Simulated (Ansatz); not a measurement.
## Volumes and bulk moduli along the 5d metals

All numbers below come from DFT, LDA (PW92), plane waves (420 eV) with PAW, scalar-relativistic in Ansatz 0.2.0. (PAW data from PBE, frozen cores regenerated.)

Each structure is relaxed within its symmetry, in the lowest magnetic state of the tried starts. B₀ comes from uniform scaling at fixed shape; a dash is a value not given.

| element | structure | V (Å³/atom) | B₀ (GPa) | magnetic state |
| --- | --- | --- | --- | --- |
| Lu | ? | ? | ? | ? |
| Hf | hcp | 20.83 | 121 | spin not included |
| Ta | bcc | 17.25 | 217 | spin not included |
| W | bcc | 15.41 | 335 | spin not included |
| Re | hcp | 14.33 | 404 | spin not included |
| Os | hcp | 13.70 | 448 | spin not included |
| Ir | fcc | 13.84 | 405 | non-magnetic |
| Pt | fcc | 14.77 | 306 | spin not included |
| Au | fcc | 16.56 | 193 | spin not included |
| Hg | alpha-Hg (rhombohedral) | 22.69 | - | spin not included |

(1) Fill in the row of Lu.

Answers

(1) structure: hcp; V (Å³/atom): 26.02; B₀ (GPa): 55; magnetic state: spin not included.
